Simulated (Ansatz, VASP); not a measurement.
## KBr: VASP beside Ansatz

Contents of INCAR:

```
PREC = Accurate ; ENCUT = 520
EDIFF = 1E-7 ; ISMEAR = -1
SIGMA = 0.05 ; LREAL = False
LASPH = True ; NELM = 80
ALGO = Normal ; ISIF = 2
LWAVE = False ; LCHARG = False
GGA = PE ; NBANDS = 15
```

The input KPOINTS:

```
Automatic mesh
0
Gamma
  7 7 7
```

The input POSCAR:

```
KBr
1.0
    4.0434990000      0.0000000000      0.0000000000
    0.0000000000      4.0434990000      0.0000000000
    0.0000000000      0.0000000000      4.0434990000
Br K
1 1
Direct
    0.5000000000      0.5000000000      0.5000000000
    0.0000000000      0.0000000000      0.0000000000
```

The input input.yaml:

```yaml
crystal:
  lattice:
    - [4.043499, 0.0, 0.0]
    - [0.0, 4.043499, 0.0]
    - [0.0, 0.0, 4.043499]
  atoms:
    - { symbol: Br, position: [0.5, 0.5, 0.5] }
    - { symbol: K, position: [0.0, 0.0, 0.0] }
hamiltonian:
  xc: pbe
  pseudopotentials: { kind: paw }
kpoints:
  mp_grid: { grid: [7, 7, 7] }
scf:
  occupations: { method: fermi_dirac, width: 0.05 }
output:
  forces: true
  stress: true
  eigenvalues: true
```

Measurements of this composition are mostly on another form, of space group No. 225.

Alike in both runs: task single point; functional PBE; k mesh 7 × 7 × 7; occupations fermi-dirac, width 0.05 eV; no spin polarisation.

```csv
,VASP,Ansatz
version,VASP 6.6.1,Ansatz 0.2.0
potentials or method,"VASP PAW PBE potentials, release 64 (Br, K_sv)",Ansatz PAW
plane-wave cutoff (eV),520,420
valence electrons in the cell,16,16
```

|  | VASP | Ansatz | Ansatz less VASP |
| --- | --- | --- | --- |
| gap on the k mesh at the Fermi level (eV) | 3.89 | 3.89 | +0.001 |
| least direct gap on the mesh (eV) | 4.12 | 4.12 | +0.001 |
| pressure (GPa) | 0.0 | -0.1 | -0.03 |

The functional is the same, so the differences come from potentials, cutoffs and numerics.

Caveats: an odd mesh through Γ misses points on the zone boundary, where band edges often lie (VASP); odd divisions of the mesh miss points on the zone boundary, where band edges often lie, so the gap on the mesh can be too wide (Ansatz). PBE gaps usually lie below the measured ones, often by a third to a half.
